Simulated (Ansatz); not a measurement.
Runs of Ansatz 0.2.0 on BN. It takes space group P6_3/mmc (No. 194, hexagonal). Conventional cell: a = 2.498 Å, b = 2.498 Å, c = 6.636 Å, α = 90.00°, β = 90.00°, γ = 120.00°. N (site symmetry -6m2) has 3 B at 1.44 Å as nearest neighbours. Around B (site symmetry -6m2) lie 3 N at 1.44 Å. 

```tsv
task	level	potentials or basis	cell	cutoff (eV)	smearing	points for each segment of the path	gap on the mesh (eV)	pressure (GPa)	V0 of scaled cells (Å³/atom)	B0 (GPa)
Born charges and dielectric tensor	r2SCAN	Ansatz PAW	as given	500	fixed	-	(c)	-	-	-
band structure	LDA	JTH PAW LDA	as given	1350	fermi-dirac 0.05 eV	14	(b)	-3.2	-	-
band structure	exchange-only PBE	Ansatz PAW	as given	420	fermi-dirac 0.05 eV	14	4.36	18.3	-	-
equation of state	RPBE	Ansatz PAW	as given	420	fermi-dirac 0.05 eV	-	-	-	9.30	(a)
relaxation of cell and atoms	BLYP+D3(BJ)	Ansatz PAW	relaxed	420	fermi-dirac 0.05 eV	-	4.27	0.0	-	-
equation of state	PBEsol	PseudoDojo PBEsol stringent	as given	1143	fermi-dirac 0.05 eV	-	-	-	9.06	242
```

Alike in all rows: no spin polarisation; k mesh 12 × 12 × 4.

**Question.** Estimate the missing entries.

**Answer.** (a) 228; (b) 4.09; (c) 4.85.

Caveats: the PAW data sets come from PBE, with cores solved anew for the run's functional, which leaves a small shift of forces and pressure (some runs); the cell was scaled at fixed shape and fractional positions, which overstates the stiffness of a crystal with free parameters, most of all of layers and chains (some runs); this functional lacks dispersion, which binds the layers, so the pressure and a relaxed spacing across them are unreliable (some runs); so large a pressure means that the cell lies far from this level's equilibrium, or that cutoff or potentials fall short (some runs); the potentials were made for another functional, which shifts forces and pressure (some runs); the plane-wave basis is chosen anew once the cell has moved, so the energies of steps on either side of that aren't comparable (some runs).

A k mesh can miss the band edges.

Runs at the PBE level aren't shown here.
